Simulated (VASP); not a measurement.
Wanted: the native input for a VASP 6.6.1 run.

```
Task                   : relaxation of cell and atoms
Functional             : PBEsol
Potentials or basis    : VASP PAW PBE potentials, release 64 (P)
Cutoff                 : 520 eV
k mesh                 : 10 × 10 × 8
Occupations            : gaussian, width 0.02 eV
Spin                   : no spin polarisation
Further INCAR settings : ALGO = Normal; EDIFF = 1e-07; IBRION = 2; EDIFFG = -0.002; NSW = 80; ISIF = 3
```

The structure of P lies in POSCAR:

```
P                                       
1.0
    1.6574486654     -5.1563273372     -0.0000000000
    1.6574486654      5.1563273372      0.0000000000
    0.0000000000     -0.0000000000      4.2136156553
  P             
     4
Direct
     0.8952001421457955    0.1047998578542044    0.0738332530714893
     0.6047998578542045    0.3952001421457956    0.5738332530714891
     0.1047998578542044    0.8952001421457955    0.9261667469285109
     0.3952001421457956    0.6047998578542045    0.4261667469285106
```

One way to write it, as run:

INCAR

```
PREC     = Accurate       # precision mode
ENCUT    = 520            # plane-wave cutoff, eV
EDIFF    = 1E-7           # SCF threshold, eV
ISMEAR   = 0              # smearing method
SIGMA    = 0.02           # smearing width, eV
LREAL    = False          # projectors in reciprocal space
LASPH    = True           # aspherical terms in the spheres
NELM     = 100            # most SCF steps
ALGO     = Normal         # electronic algorithm
ISIF     = 3              # what is computed and relaxed
LWAVE    = False          # write WAVECAR
LCHARG   = False          # write CHGCAR
GGA      = PS             # functional
IBRION   = 2              # ionic algorithm
NSW      = 80             # ionic steps
EDIFFG   = -0.002         # ionic threshold
```

KPOINTS

```
regular mesh
0
Gamma
  10 10 8
```

Potentials or basis: VASP PAW PBE potentials, release 64 (P).

Command:

```bash
$ cat potpaw_PBE.64/P/POTCAR > POTCAR
$ mpirun -np 1 vasp_std > vasp.out
```

Results of the run:

```yaml
Pressure_after_relaxing: 0.0 GPa
Band_gap_on_the_k_mesh: none (metal or under the smearing width)
```

Caveat: the relaxation stopped at its first step, so nothing moved; the PAW data sets were made with another functional, which shifts forces and pressure a little.

Wall time 120 s on 1 thread of Intel(R) Xeon(R) Platinum 8259CL CPU @ 2.50GHz (Skylake/Cascade Lake) (shared host), peak memory 0.27 GiB.
